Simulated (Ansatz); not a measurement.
# Formation energy and levels of the vacancy V_O in Al2O3 (R-3c)

Charge states of V_O in Al2O3 (R-3c), set against the band edges. Model: a cell of 80 host atoms with 1 O taken out.

Method: place-levels on r2SCAN runs: charge-transition levels and formation energies with image-charge correction and potential alignment at the atomic sites, in Ansatz 0.2.0.

Experimental background.

For Al2O3, alpha (corundum) (high-purity reference sample), “Multi-petahertz electron interference in Cr:Al2O3 solid-state material” (2018, pmc:5906618) quotes earlier work: band gap (optical band gap of host from absorption) 8.7 eV [literature value quoted for a high-purity sample; optical absorption edge, temperature …].

### Step 1. The starting structure

The cell holds 79 atoms: 32 Al and 47 O. Cell: a = 10.259 Å, b = 10.259 Å, c = 10.259 Å, α = 55.3°, β = 55.3°, γ = 55.3°. It derives from Al2O3 (space group R-3c). Nearest the centre at fractional (0.625, 0.278, 0.472): Al41 at 1.86 Å, Al2 at 1.86 Å, Al53 at 1.97 Å, Al52 at 1.97 Å, O16 at 2.53 Å, O79 at 2.53 Å, O57 at 2.62 Å, O18 at 2.62 Å.

As a file:

```xyz
79
Lattice="4.7587 2.7475 8.6632 -4.7587 2.7475 8.6632 0.0000 -5.4949 8.6632" Properties=species:S:1:pos:R:3 pbc="T T T"
Al    0.0000    0.0000    8.4218
Al    0.0000    0.0000   11.0704
Al    0.0000    0.0000    1.9244
Al    0.0000    0.0000    4.5730
O     0.9215   -1.3737    5.4145
O     1.6504    0.1111    7.5803
O    -1.6504   -0.1111    5.4145
O     0.7290    1.4849    5.4145
O    -0.7290   -1.4849    7.5803
O    -0.9215    1.3737    7.5803
Al    0.0000   -2.7475   12.7534
Al    0.0000   -2.7475   15.4020
Al    0.0000   -2.7475    6.2560
Al    0.0000   -2.7475    8.9046
O     0.9215   -4.1212    9.7461
O     1.6504   -2.6363   11.9119
O    -1.6504   -2.8586    9.7461
O     0.7290   -1.2626    9.7461
O    -0.7290   -4.2323   11.9119
O    -0.9215   -1.3737   11.9119
Al   -2.3794    1.3737   12.7534
Al   -2.3794    1.3737   15.4020
Al   -2.3794    1.3737    6.2560
Al   -2.3794    1.3737    8.9046
O    -1.4579    0.0000    9.7461
O    -0.7290    1.4849   11.9119
O    -4.0298    1.2626    9.7461
O    -1.6504    2.8586    9.7461
O    -3.1083   -0.1111   11.9119
O    -3.3008    2.7475   11.9119
Al   -2.3794   -1.3737   17.0850
Al   -2.3794   -1.3737   19.7336
Al   -2.3794   -1.3737   10.5876
Al   -2.3794   -1.3737   13.2362
O    -1.4579   -2.7475   14.0777
O    -0.7290   -1.2626   16.2435
O    -4.0298   -1.4849   14.0777
O    -1.6504    0.1111   14.0777
O    -3.1083   -2.8586   16.2435
O    -3.3008    0.0000   16.2435
Al    2.3794    1.3737   12.7534
Al    2.3794    1.3737   15.4020
Al    2.3794    1.3737    6.2560
Al    2.3794    1.3737    8.9046
O     3.3008    0.0000    9.7461
O     4.0298    1.4849   11.9119
O     0.7290    1.2626    9.7461
O     3.1083    2.8586    9.7461
O     1.4579    2.7475   11.9119
Al    2.3794   -1.3737   17.0850
Al    2.3794   -1.3737   19.7336
Al    2.3794   -1.3737   10.5876
Al    2.3794   -1.3737   13.2362
O     3.3008   -2.7475   14.0777
O     4.0298   -1.2626   16.2435
O     0.7290   -1.4849   14.0777
O     3.1083    0.1111   14.0777
O     1.6504   -2.8586   16.2435
O     1.4579    0.0000   16.2435
Al    0.0000    2.7475   17.0850
Al    0.0000    2.7475   19.7336
Al    0.0000    2.7475   10.5876
Al    0.0000    2.7475   13.2362
O     0.9215    1.3737   14.0777
O     1.6504    2.8586   16.2435
O    -1.6504    2.6363   14.0777
O     0.7290    4.2323   14.0777
O    -0.7290    1.2626   16.2435
O    -0.9215    4.1212   16.2435
Al    0.0000    0.0000   21.4166
Al    0.0000    0.0000   24.0652
Al    0.0000    0.0000   14.9192
Al    0.0000    0.0000   17.5678
O     0.9215   -1.3737   18.4093
O     1.6504    0.1111   20.5751
O    -1.6504   -0.1111   18.4093
O     0.7290    1.4849   18.4093
O    -0.7290   -1.4849   20.5751
O    -0.9215    1.3737   20.5751
```

Screening for the image-charge correction: ε∞ = (3.28, 3.28, 3.25), ε0 = (9.55, 9.55, 11.60), computed on the host (DFPT, PBEsol).

The cell's shortest repeat is 9.5 Å.

### Step 2. What was run first

Levels follow from differences of total energies between charge states, each relaxed by itself.

Each atom starts 0.05 Å or so off its site in a random direction: a symmetric start keeps its symmetry, and would miss off-centre moves and Jahn–Teller distortions. Forces are taken at one point at (¼, ¼, ¼). The cell holds 1 electron more than the neutral one, with a uniform background that keeps it neutral on the whole. The electron count is odd, so at least one spin is unpaired; this run locks the moment at 1 μB.

One of the inputs; charge, spin and start change from state to state.

File qm1_M1.relax/input.yaml:

```yaml
crystal:
  lattice:
    - [2.37936662, 1.37372796, 4.3315957]
    - [-2.37936662, 1.37372796, 4.3315957]
    - [0.0, -2.74745592, 4.3315957]
  atoms:
    - { symbol: Al, position: [0.6480888, 0.6480888, 0.6480888] }
    - { symbol: Al, position: [0.8519112, 0.8519112, 0.8519112] }
    - { symbol: Al, position: [0.1480888, 0.1480888, 0.1480888] }
    - { symbol: Al, position: [0.3519112, 0.3519112, 0.3519112] }
    - { symbol: O, position: [0.44363392, 0.05636608, 0.75] }
    - { symbol: O, position: [0.94363392, 0.25, 0.55636608] }
    - { symbol: O, position: [0.05636608, 0.75, 0.44363392] }
    - { symbol: O, position: [0.75, 0.44363392, 0.05636608] }
    - { symbol: O, position: [0.25, 0.55636608, 0.94363392] }
    - { symbol: O, position: [0.55636608, 0.94363392, 0.25] }
  supercell: [2, 2, 2]
  defects: [{ vacancy: 48 }]
total_charge: -1
basis:
  ecutwfc: 500
  xc_grid: 2
hamiltonian:
  xc: r2scan
kpoints:
  mp_grid: { grid: [1, 1, 1], shift: [0.25, 0.25, 0.25] }
magnetization:
  spin_polarized: true
  initial_magnetization: 1
  spin_locking: { lock_magnetization: hard }
scf:
  occupations: { method: fixed }
  max_iter: 100
output:
  forces: true
  charged_corrections: { epsilon: [3.28, 3.28, 3.25], static_epsilon: [9.55, 9.55, 11.6] }
relax:
  f_tol: 0.02
  max_steps: 80
  random_displacement: { amplitude: 0.05, seed: 129 }
checkpoint:
  write: "../qm1_M1.relax.run"
  compress: false
  write_wavefunctions: true
  write_every: 100000
```

The run is started by

```sh
> ansatz run input.yaml --threads 4 --pin off --max-ram 6594MiB --backend cpu --events-out ev --progress --plain --runs-dir out
```

The run of this state that the levels use, under r2SCAN:

File qm1_M1.point/input.yaml:

```yaml
crystal:
  checkpoint: "../qm1_M1.relax.run"
  host: checkpoint
total_charge: -1
basis:
  ecutwfc: 500
  xc_grid: 2
hamiltonian:
  xc: r2scan
kpoints:
  mp_grid: { grid: [1, 1, 1], shift: [0.25, 0.25, 0.25] }
magnetization:
  spin_polarized: true
  initial_magnetization: 1
  spin_locking: { lock_magnetization: hard }
scf:
  occupations: { method: fixed }
  max_iter: 100
output:
  forces: true
  eigenvalues: true
  charged_corrections:
    epsilon: [3.28, 3.28, 3.25]
    static_epsilon: [9.55, 9.55, 11.6]
    defect_position: [0.625, 0.278073, 0.471927]
  eigenstates: { localisation: true }
  populations: true
  efg: {}
checkpoint:
  read: "../qm1_M1.relax.run"
  write: "../qm1_M1.point.run"
  compress: false
  write_wavefunctions: false
  write_every: 100000
```

Relaxations under r2SCAN at one point at (¼, ¼, ¼); times on 4 threads of Arm Neoverse V2, shared host:

```csv
charge,moment (μB),occupations,outcome,steps,largest displacement against the far atoms (Å),time
−1,1,fixed,converged,9,0.16,4.9 min
0,0,fixed,converged,5,0.09,74 s
+1,1,fixed,converged,4,0.12,2.6 min
+2,0,fixed,converged,6,0.29,84 s
```

Single points under r2SCAN at one point at (¼, ¼, ¼); times on 4 threads of Arm Neoverse V2, shared host:

```csv
charge,moment (μB),occupations,outcome,time
−1,1,fixed,converged,36 s
0,0,fixed,converged,14 s
+1,1,fixed,converged,36 s
+2,0,fixed,converged,15 s
```

Distances (Å) from the ideal centre to the nearest atoms after relaxation with r2SCAN:

```csv
charge,moment (μB),1.,2.,3.,4.,5.,6.
−1,1,Al 1.74,Al 1.75,Al 1.91,Al 1.91,O 2.52,O 2.52
0,0,Al 1.77,Al 1.77,Al 1.98,Al 1.99,O 2.51,O 2.51
+1,1,Al 1.97,Al 1.97,Al 2.07,Al 2.07,O 2.46,O 2.46
+2,0,Al 2.15,Al 2.15,Al 2.15,Al 2.16,O 2.42,O 2.42
```

(Continued in part 2 of 2.)

[Logs are printed without paths, hosts, clocks, repeated set-up lines and the standing remarks that a program may print on its own settings, such as how far it seeks lower states.]

[Hosts, paths, dates, database ids (printed as entryN), source tags and the programs' standing remarks are cut or masked in the printed files.]

[Where a table of states has a column of steps, it counts the stored structures, which are thinned; the runs took as many ionic steps or more.]

[A defect's name tells the site on which it was built; relaxed atoms can leave that site.]

[For some hosts the program warned that the k-mesh of the response run may be too coarse for force constants and the static dielectric constant; such warnings are not shown here.]
